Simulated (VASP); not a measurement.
# MoSi₂: molecular dynamics with a thermostat

MoSi₂, P6_222 (no. 180), 9 atoms in the cell. PBE, molecular dynamics; PAW potentials Mo, Si (PBE set).

Ensemble: Nose-Hoover; Target temperature (K): 600.

## Input

INCAR:
```
SYSTEM = Si2Mo
GGA      = PE             ! functional
PREC     = Normal         ! precision mode
ENCUT    = 250            ! plane-wave cutoff, eV
EDIFF    = 1E-6           ! SCF threshold, eV
NELMIN   = 4            
NELM     = 60             ! most SCF steps
ALGO     = Fast           ! electronic algorithm
LREAL    = Auto         
LASPH    = .TRUE.         ! aspherical terms in the spheres
ISMEAR   = -1             ! smearing method
SIGMA    = 0.05           ! smearing width, eV
ISYM     = 0            
LWAVE    = .FALSE.        ! write WAVECAR
LCHARG   = .FALSE.        ! write CHGCAR
IBRION   = 0              ! ionic algorithm
NSW      = 60             ! ionic steps
POTIM    = 2.0            ! step
TEBEG    = 600          
ISIF     = 2              ! what is computed and relaxed
RANDOM_SEED= 416980 0 0   
MDALGO   = 2            
SMASS    = 0            
KPAR     = 2             
```

KPOINTS:
```
k-points
0
Gamma
  3 3 2
```

POSCAR:
```
Si2Mo
1.0
    4.5854715599      0.0000000000      0.0000000000
   -2.2927357800      3.9711348592      0.0000000000
    0.0000000000      0.0000000000      6.5797601000
Mo Si
3 6
Direct
    0.5000000000      0.5000000000      0.8333333333
    0.0000000000      0.5000000000      0.1666666667
    0.5000000000      0.0000000000      0.5000000000
    0.1638729800      0.3277459600      0.5000000000
    0.6722540400      0.8361270200      0.1666666667
    0.8361270200      0.1638729800      0.8333333333
    0.8361270200      0.6722540400      0.5000000000
    0.3277459600      0.1638729800      0.1666666667
    0.1638729800      0.8361270200      0.8333333333
```

Commands:
```
cat potpaw_PBE.64/Mo/POTCAR potpaw_PBE.64/Si/POTCAR > POTCAR
mpirun -np 2 vasp_std > vasp.out
```

## Result

- Mean temperature (K): 629
- Standard error of the mean temperature (K): 160
- Relative fluctuation of the kinetic energy: 0.650
- Canonical value of that fluctuation: 0.289
- Rise of the mean potential energy above the start (meV/atom): 84.7
- Electronic steps per ionic step after the first: 4.6

Course of the run:

| Time (fs) | Temperature (K) | Potential energy less the first (meV/atom) |
|---|---|---|
| 2 | 600 | 0.0 |
| 12 | 432 | 20.3 |
| 20 | 229 | 48.1 |
| 30 | 173 | 64.4 |
| 38 | 396 | 60.2 |
| 48 | 930 | 75.8 |
| 56 | 960 | 143.2 |
| 66 | 703 | 217.0 |
| 74 | 1299 | 173.2 |
| 84 | 1446 | 88.6 |
| 92 | 597 | 85.9 |
| 102 | 233 | 81.9 |
| 110 | 298 | 55.3 |
| 120 | 389 | 22.9 |

REPORT:
```
MDALGO =   2
               SCALING =       0
                 CNEXP =     9.000   14.000
           RANDOM_SEED =            416980                0                0

   original number of atomic DOF:         24
   number of independent constraints:      0
   number of active DOF:                  24

========================================
         MD step No.       1
========================================

  Atomic velocities initialized by STEP_tb

  >Energies
                    E_tot             E_pot             E_kin               EPS                ES
   e_b>   -0.68917506E+02   -0.69537973E+02    0.62046668E+00    0.00000000E+00    0.00000000E+00

  >Temperature
               T_sim     T_inst
   tmprt>    600.000    600.014

  >Thermostat:
           s(n+1) sdot(n+1)      s(n)   sdot(n)        Qs
   s_b>   0.00000   0.00000   0.00000   0.00000   0.18462

           RANDOM_SEED =            416980               54                0

[... steps left out ...]

========================================
         MD step No.      60
========================================

  >Energies
                    E_tot             E_pot             E_kin               EPS                ES
   e_b>   -0.68917647E+02   -0.69331426E+02    0.40220429E+00    0.91112913E-01   -0.79538459E-01

  >Temperature
               T_sim     T_inst
   tmprt>    600.000    388.947

  >Thermostat:
           s(n+1) sdot(n+1)      s(n)   sdot(n)        Qs
   s_b>  -0.02368   0.03828  -0.06410   0.04256   0.18462

           RANDOM_SEED =            416980               54                0
```

OSZICAR:
```
N       E                     dE             d eps       ncg     rms          rms(c)
DAV:   1     0.581483495599E+02    0.58148E+02   -0.11525E+04   520   0.776E+02
DAV:   2    -0.658053555355E+02   -0.12395E+03   -0.12162E+03   652   0.162E+02
DAV:   3    -0.720190255728E+02   -0.62137E+01   -0.61319E+01   712   0.342E+01
DAV:   4    -0.721236168705E+02   -0.10459E+00   -0.10403E+00   680   0.482E+00
DAV:   5    -0.721258455336E+02   -0.22287E-02   -0.22215E-02   696   0.623E-01    0.425E+01
RMM:   6    -0.697018803499E+02    0.24240E+01   -0.13065E+01   530   0.144E+01    0.150E+01
RMM:   7    -0.696091574944E+02    0.92723E-01   -0.26219E+00   551   0.725E+00    0.611E+00
RMM:   8    -0.695462034809E+02    0.62954E-01   -0.48633E-01   520   0.311E+00    0.854E-01
RMM:   9    -0.695356101568E+02    0.10593E-01   -0.15059E-01   525   0.174E+00    0.482E-01
RMM:  10    -0.695407810279E+02   -0.51709E-02   -0.51006E-02   580   0.810E-01    0.419E-01
RMM:  11    -0.695377441675E+02    0.30369E-02   -0.11710E-02   521   0.466E-01    0.306E-01
RMM:  12    -0.695379849841E+02   -0.24082E-03   -0.61450E-03   540   0.269E-01    0.114E-01
[... left out ...]
     58 T=   367. E= -.68917800E+02 F= -.69234888E+02 E0= -.69234789E+02  EK= 0.37965E+00 SP= -.20E+00 SK= 0.13E+00
     59 T=   381. E= -.68917734E+02 F= -.69287671E+02 E0= -.69287592E+02  EK= 0.39419E+00 SP= -.14E+00 SK= 0.11E+00
[... last step whole ...]
       N       E                     dE             d eps       ncg     rms          rms(c)
DAV:   1    -0.693314160173E+02   -0.43746E-01   -0.63147E-03   812   0.923E-01    0.591E-03
RMM:   2    -0.693314241115E+02   -0.80942E-05   -0.11435E-04   522   0.523E-02    0.569E-03
RMM:   3    -0.693314259114E+02   -0.18000E-05   -0.17585E-05   458   0.166E-02    0.516E-03
RMM:   4    -0.693314261913E+02   -0.27987E-06   -0.29535E-06   347   0.674E-03
     60 T=   389. E= -.68917647E+02 F= -.69331426E+02 E0= -.69331362E+02  EK= 0.40220E+00 SP= -.80E-01 SK= 0.91E-01
```

Limits: 120 fs of 9 atoms are too short for converged averages; the cell is only 4.0 Å across, so each atom moves in step with near copies of itself.

VASP 6.6.1 took 164 s on 2 cores (AMD EPYC 7R13 (Zen 3)), a shared host.
